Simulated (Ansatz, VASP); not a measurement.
**BAs: VASP beside Ansatz**

```
B As
1.0
     0.00000    2.38394    2.38394
     2.38394    0.00000    2.38394
     2.38394    2.38394    0.00000
B As
1 1
Direct
  0.00000 0.00000 0.00000
  0.75000 0.75000 0.75000
```

Alike in both runs: task single point; functional PBEsol; k mesh 12 × 12 × 12; occupations gaussian, width 0.05 eV; no spin polarisation.

|  | VASP | Ansatz |
| --- | --- | --- |
| version | VASP 6.6.1 | Ansatz 0.2.0 |
| potentials or method | VASP PAW PBE potentials, release 64 (B, As) | scalar-relativistic, plane waves, PAW |
| plane-wave cutoff (eV) | 520 | 420 |
| valence electrons in the cell | 8 | 18 |

VASP gave:

- gap on the k mesh at the Fermi level (eV): 1.08
- least direct gap on the mesh (eV): 3.25
- pressure (GPa): 0.9

Q: Estimate Ansatz's values.

A: gap on the k mesh at the Fermi level (eV): 1.09; least direct gap on the mesh (eV): 3.25; pressure (GPa): 0.0.

With one functional, cell and mesh, what is left measures potentials, basis and numerics. The two sets of potentials don't hold the same shells in valence.

Caveats: the PAW data sets were made with another functional, which shifts forces and pressure a little (VASP). A k mesh can miss the band edges. As with any semilocal functional, this PBEsol gap is likely too small.
